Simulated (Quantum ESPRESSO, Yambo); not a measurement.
An input for Quantum ESPRESSO 7.5 (PbSe (Clausthalite)):

```
&control
  calculation = 'nscf'
  prefix = 'x'
  outdir = 'o'
  pseudo_dir = 'pseudo'
/
&system
  ibrav = 0
  nat = 2
  ntyp = 2
  ecutwfc = 104.0
  nbnd = 72
  force_symmorphic = .true.
  noncolin = .true.
  lspinorb = .true.
/
&electrons
  conv_thr = 1e-9
  electron_maxstep = 80
  diago_full_acc = .true.
  diago_thr_init = 5e-6
/
ATOMIC_SPECIES
  Pb 207.2 Pb.upf
  Se 78.971 Se.upf
CELL_PARAMETERS angstrom
  -0.0000000000 3.0606500000 3.0606500000
  3.0606500000 -0.0000000000 3.0606500000
  3.0606500000 3.0606500000 -0.0000000000
ATOMIC_POSITIONS crystal
  Pb 0.0000000000 0.0000000000 0.0000000000
  Se 0.5000000000 0.5000000000 0.5000000000
K_POINTS automatic
  10 10 10 0 0 0
```

```sh
OMP_NUM_THREADS=1 mpirun -n 4 pw.x -nk 4 -in pw.in > pw.out
```

Question: Estimate wall time and host memory on 4 MPI ranks of Arm Neoverse V2, shared host.

It took 61 s; on shared hardware allow 30 s to 2 min. Peak host memory was 0.64 GiB.

[Paths, hosts, dates, memory and timing lines, banners, echoed tables and standing remarks are left out of the program output.]

[Logs are printed without paths, hosts, clocks, repeated set-up lines and the standing remarks that a program may print on its own settings, such as how far it seeks lower states.]

[Runs of the session that timed out or met a known fault of the program may be left out.]

[Hosts, paths, dates, database ids (printed as entryN), source tags and the programs' standing remarks are cut or masked in the printed files.]
